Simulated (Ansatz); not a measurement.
# Au on Ag (Silver) (111)

Aim: for Ag (Silver), prepare the clean (111) slab, then find where and how strongly Au adsorbs.

Method: DFT PBE, scalar-relativistic, plane waves, PAW, in Ansatz 0.2.0.

1 further run of the same task is left out (set aside as unsound or not needed).

### 1 Starting point

The structure is cubic, space group Fm-3m (No. 225). Conventional cell: a = 4.147 Å, b = 4.147 Å, c = 4.147 Å, α = 90.00°, β = 90.00°, γ = 90.00°. Ag (site symmetry m-3m) has 12 Ag at 2.93 Å as nearest neighbours.

Coordinates:

```cif
data_structure
_symmetry_space_group_name_H-M 'Fm-3m'
_symmetry_Int_Tables_number 225
_cell_length_a 4.1472
_cell_length_b 4.1472
_cell_length_c 4.1472
_cell_angle_alpha 90.000
_cell_angle_beta 90.000
_cell_angle_gamma 90.000
_cell_volume 71.33
loop_
_atom_site_label
_atom_site_type_symbol
_atom_site_symmetry_multiplicity
_atom_site_Wyckoff_symbol
_atom_site_fract_x
_atom_site_fract_y
_atom_site_fract_z
_atom_site_occupancy
Ag1 Ag 4 a 0.00000 0.00000 0.00000 1
```

It is the result of an earlier relaxation at this level (volume 17.83 Å³/atom; gap on the mesh: none (metal)).

### 2 Cutting the slab

Miller indices refer to the conventional cell of the relaxed bulk, Fm-3m (No. 225): a = 4.147 Å, b = 4.147 Å, c = 4.147 Å, α = 90.00°, β = 90.00°, γ = 90.00°.

A (111) slab, 7.2 Å thick as cut, with 17 Å of vacuum; its outer planes are Ag (top) and Ag (bottom).

The slab as cut. Layers, bottom to top:

| plane | atoms per cell | height over the lowest (Å) |
| --- | --- | --- |
| 1 | Ag | 0.00 |
| 2 | Ag | 2.39 |
| 3 | Ag | 4.79 |
| 4 | Ag | 7.18 |

### 3 Relaxing the clean slab

input.yaml

```yaml
crystal:
  lattice:
    - [2.9324980999, 0.0, 0.0]
    - [-1.46624905, 2.5396178511, 0.0]
    - [0.0, 0.0, 24.1831240166]
  atoms:
    - { symbol: Ag, position: [0.6666666667, 0.3333333333, 0.351484779] }
    - { symbol: Ag, position: [0.3333333333, 0.6666666667, 0.4504949263] }
    - { symbol: Ag, position: [0.0, 0.0, 0.5495050737] }
    - { symbol: Ag, position: [0.6666666667, 0.3333333333, 0.648515221] }
basis:
  ecutwfc: 420
kpoints:
  mp_grid: { grid: [12, 12, 1] }
hamiltonian:
  xc: pbe
scf:
  occupations: { method: gaussian, width: 0.1 }
output:
  forces: true
  eigenvalues: true
  write_density: true
  write_potential: true
  elf: true
  volumetric_format: npy
relax:
  adjacent_minimum: "off"
  f_tol: 0.03
  max_steps: 70
  constraints: [{ sites: [0, 1] }]
efield:
  axis: 3
  dipole_correction: true
```

Started as:

```sh
$ ansatz run input.yaml --threads 2 --pin off --max-ram 5120MiB --backend cpu --events-out ev --progress --plain --runs-dir out
```

The session goes on with these runs: start: Au, top (Ag); Au put at a hollow (nearest Ag) site; Au put at a bridge (Ag-Ag) site; Au at the hollow (nearest Ag) site.

Before running it: what results should come out? Wanted: clean slab: work function; Au: lowest end.

As calculated:

```
                 quantity                                                                      value
clean slab: work function                                                                    4.47 eV
           Au: lowest end  E_ads -3.14 eV, from the hollow (nearest Ag) start, 3 bonded, 2.43 Å high
```

**Reading.** Au binds with 3.14 eV at best, a strong chemical bond when counted from the free atom, not from the element's molecule or solid; the ends span 0.18 eV. It raises the work function by 0.57 eV, as a dipole layer with its negative end outwards does. The slab runs have no spin polarisation, while the free adsorbate has its spin; a moment that survived on the surface would lower E_ads. A start on a symmetric site keeps its symmetry, so an end may be a saddle point and not a minimum. Spin-orbit coupling is left out for Au.
